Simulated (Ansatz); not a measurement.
LiCl:

```
Cl Li
1.0
     0.00000    2.56477    2.56477
     2.56477    0.00000    2.56477
     2.56477    2.56477    0.00000
Cl Li
1 1
Direct
  0.50000 0.50000 0.50000
  0.00000 0.00000 0.00000
```

```yaml
Program: Ansatz 0.2.0
Task: relaxation of cell and atoms
Functional: PBEsol
Potentials_or_basis: all-electron LAPW, scalar-relativistic
Basis_error_allowed: 0.001 eV/atom
k_mesh: 9 × 9 × 9
Occupations: fermi-dirac, width 0.05 eV
Spin: no spin polarisation
```

At the start: volume 16.87 Å³/atom.

Task: Where does the relaxation end?

Result: Over 4 steps the energy falls by 2.6 meV/atom and the volume is 16.21 Å³/atom (-3.9 %); space group Fm-3m (No. 225, to 0.05 Å).

Step by step:
```tsv
step	energy change (eV)	largest force (eV/Å)	volume (Å³)
1	0.0000	0.0000	33.74
2	-0.0046	0.0000	32.88
3	-0.0052	0.0000	32.42
4	-0.0052	0.0000	32.42
```

Final structure:
```
Cl Li
1.0
     0.00000    2.53092    2.53092
     2.53092    0.00000    2.53092
     2.53092    2.53092    0.00000
Cl Li
1 1
Direct
  0.50000 0.50000 0.50000
  0.00000 0.00000 0.00000
```
